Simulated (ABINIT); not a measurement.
Runs of ABINIT 10.8.3 (patched build) on C. The structure is cubic, space group Fd-3m (No. 227). Conventional cell: a = 3.567 Å, b = 3.567 Å, c = 3.567 Å, α = 90.00°, β = 90.00°, γ = 90.00°. C (site symmetry -43m) has 4 C at 1.54 Å as nearest neighbours. This isn't the form of C at room conditions, which is graphite.

```csv
task,level,potentials or basis,cutoff (eV),fine-grid cutoff,gap on the mesh (eV),pressure (GPa),V0 of scaled cells (Å³/atom),B0 (GPa)
band structure,revPBE,JTH PAW PBE v2.0,544,1088.46 eV,4.13,5.7,-,-
band structure,r2SCAN,JTH PAW PBE v2.0,653,1251.72 eV,4.33,0.9,-,-
equation of state,BP86+D2,JTH PAW PBE v2.0,544,1088.46 eV,-,-,5.67,441
band structure,LDA-VWN,PseudoDojo NC SR LDA v0.4.1 standard,1116,-,4.15,-11.4,-,-
band structure,PBEsol,PseudoDojo NC SR PBEsol v0.4 stringent,1116,-,4.05,-3.2,-,-
band structure,SOGGA,PseudoDojo NC SR PBEsol v0.4.1 standard,1116,-,3.98,(a),-,-
band structure,r2SCAN,PseudoDojo NC SR PBE v0.5 stringent,1333,-,4.17,3.6,-,-
equation of state,rPW86PBE,PseudoDojo NC SR PBE v0.4.1 standard,1116,-,-,-,5.86,403
band structure,LDA-Teter,PseudoDojo NC SR LDA v0.4.1 standard,1116,-,4.15,-11.0,-,-
equation of state,PBE,PseudoDojo NC SR PBE v0.4 stringent,1116,-,-,-,(b),432
band structure,PBE,JTH PAW PBE v2.0,544,1088.46 eV,4.14,1.2,-,-
band structure,SCAN,SG15 NC PBE v1.2,1333,-,4.49,-3.9,-,-
```

Alike in all rows: no spin polarisation; cell as given; k mesh 13 × 13 × 13; smearing fermi-dirac 0.05 eV.

**Question.** Fill in the values left out.

**Answer.** (a) -6.3; (b) 5.70.

Caveats: the atomic spheres overlap (some runs); the potentials were made for another functional, which shifts forces and pressure (some runs); the PAW data sets were made with another functional, which shifts forces and pressure a little (some runs); pressures at fixed basis lie under the slope of the energies (some runs); a meta-GGA on norm-conserving files made for a GGA shifts volumes by about 1 % (some runs); a meta-GGA on potentials with a model core is unreliable (some runs).

